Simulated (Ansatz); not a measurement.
**NaI: energy against volume in PBE, exact exchange and the RPA**

Aim: the volume at rest and the bulk modulus of NaI built on the CsCl prototype in the random-phase approximation, beside PBE and exact exchange alone. This is a trial cell built on a prototype, not taken from a measured structure, and it needn't be the compound's ground state.

Program: Ansatz 0.2.0. PBE orbitals, norm-conserving pseudopotentials, plane waves. The cell comes from a prototype generator: it can be a known phase or a hypothetical one. Spin polarisation is off.

**1. The structure to begin with**

The cell was relaxed beforehand with r2SCAN; volume changes: +0 %, -5 %, +5 %, -10 %, +10 %.

It is cubic, Pm-3m (No. 221); a = 4.041 Å in the conventional setting, 32.98 Å³ an atom. Na has 8 I at 3.50 Å; I has 8 Na at 3.50 Å.

Coordinates:

```
Na I
1.0
     4.04054    0.00000    0.00000
     0.00000    4.04054    0.00000
     0.00000    0.00000    4.04054
Na I
1 1
Direct
  0.00000 0.00000 0.00000
  0.50000 0.50000 0.50000
```

**2. The unscaled cell**

Contents of input.yaml:

```yaml
crystal:
  lattice:
    - [4.0405366074, 0.0, 0.0]
    - [0.0, 4.0405366074, 0.0]
    - [0.0, 0.0, 4.0405366074]
  atoms:
    - { symbol: Na, position: [0.0, 0.0, 0.0] }
    - { symbol: I, position: [0.5, 0.5, 0.5] }
kpoints:
  mp_grid: { grid: [4, 4, 4] }
hamiltonian:
  xc: pbe
  pseudopotentials: { kind: nc }
scf:
  occupations: { method: fixed }
output:
  rpa_energy:
    ecut_chi_ladder: [170, 191, 211, 235, 258]
    long_wavelength: optical_limit
  write_density: true
  write_potential: true
  elf: true
  volumetric_format: npy
basis:
  ecutwfc: 1197.300995
```

After this run come: Volume -5 %; Volume +5 %; Volume -10 %; Volume +10 %.

**Question.** What will these runs give?

**Answer**, as computed:

Energies in meV/atom from the unscaled cell:

| volume (Å³/atom) | PBE | exact exchange | EXX+RPA | RPA correlation |
| --- | --- | --- | --- | --- |
| 29.684 | 33.5 | 83.6 | 7.0 | -76.7 |
| 31.334 | 10.3 | 33.7 | 0.2 | -33.5 |
| 32.983 | 0.0 | 0.0 | 0.0 | 0.0 |
| 34.632 | -0.8 | -21.2 | 11.6 | 32.8 |
| 36.281 | 5.8 | -32.8 | 18.9 | 51.7 |

| energy | V₀ (Å³/atom) | B₀ (GPa) | B₀′ |
| --- | --- | --- | --- |
| PBE | 33.938 | 16 | 4.8 |
| exact exchange | 38.184* | 13 | 4.7 |

Birch–Murnaghan fits. A star marks a minimum outside the computed volumes.

What this shows: RPA correlation grows stronger on compression, so it pulls the cell in against exact exchange alone. The log puts the extrapolation error of each correlation energy at up to 82 meV/atom, against 19 meV/atom for the whole EXX+RPA curve; part of it cancels between volumes. The 4×4×4 mesh and the pseudopotentials limit these values, and the core-valence term stays semilocal.
